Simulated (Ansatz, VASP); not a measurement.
# AgCl: VASP beside Ansatz

The input INCAR:

```
SYSTEM = AgCl
ALGO     = Normal         ! electronic algorithm
EDIFF    = 1E-6           ! SCF threshold, eV
ENCUT    = 520            ! plane-wave cutoff, eV
ISIF     = 2              ! what is computed and relaxed
ISMEAR   = -1             ! smearing method
LASPH    = .TRUE.         ! aspherical terms in the spheres
LCHARG   = .FALSE.        ! write CHGCAR
LREAL    = .FALSE.        ! projectors in reciprocal space
LWAVE    = .FALSE.        ! write WAVECAR
NBANDS   = 16             ! bands
NELM     = 80             ! most SCF steps
PREC     = Accurate       ! precision mode
SIGMA    = 0.02           ! smearing width, eV
```

File KPOINTS:

```
k-points
0
G
  8 8 8
  0 0 0
```

POSCAR

```
AgCl
1.0
    0.0000000000      2.7731500000      2.7454185000
    2.7731500000      0.0000000000      2.7454185000
    2.7731500000      2.7731500000      0.0000000000
Ag Cl
1 1
Direct
    0.5000000000      0.5000000000      0.5000000000
    0.0000000000      0.0000000000      0.0000000000
```

Input for Ansatz:

```yaml
crystal:
  lattice:
    - [0.0, 2.77315, 2.7454185]
    - [2.77315, 0.0, 2.7454185]
    - [2.77315, 2.77315, 0.0]
  atoms:
    - { symbol: Ag, position: [0.5, 0.5, 0.5] }
    - { symbol: Cl, position: [0.0, 0.0, 0.0] }
kpoints:
  mp_grid: { grid: [8, 8, 8] }
  band_path:
    path:
      - [0.0, 0.0, 0.0]
      - [0.0, 0.5, 0.5]
      - [0.25, 0.75, 0.5]
      - [0.0, 0.5, 0.0]
      - [0.0, 0.0, 0.0]
      - [0.5, 0.5, 0.0]
      - [0.3775380063, 0.6224619937, 0.0]
      - [-0.3775380063, 0.3775380063, 0.0]
      - [0.0, 0.0, 0.0]
    npoints: 5
scf:
  occupations: { method: fermi_dirac, width: 0.02 }
hamiltonian:
  xc: lda
  pseudopotentials: { kind: all_electron, lapw: { basis_error: 0.0005 } }
output:
  forces: true
  stress: true
  eigenvalues: true
```

Change from the starting cell: zz strain of -1 %.

Alike in both runs: task single point; functional LDA; k mesh 8 × 8 × 8; occupations fermi-dirac, width 0.02 eV; no spin polarisation.

```csv
,VASP,Ansatz
version,VASP 6.6.1,Ansatz 0.2.0
potentials or method,"VASP PAW LDA potentials, release 64 (Ag, Cl)","all-electron LAPW, scalar-relativistic"
plane-wave cutoff (eV),520,see its input
```

VASP gave:

* pressure (GPa): -5.2
* largest component of the traceless stress (GPa): 0.06

Estimate Ansatz's values.

pressure (GPa): -5.2; largest component of the traceless stress (GPa): 0.05.

Ansatz ran all-electron here, so the differences hold the error of VASP's frozen core and of both bases.

A k mesh can miss the band edges.
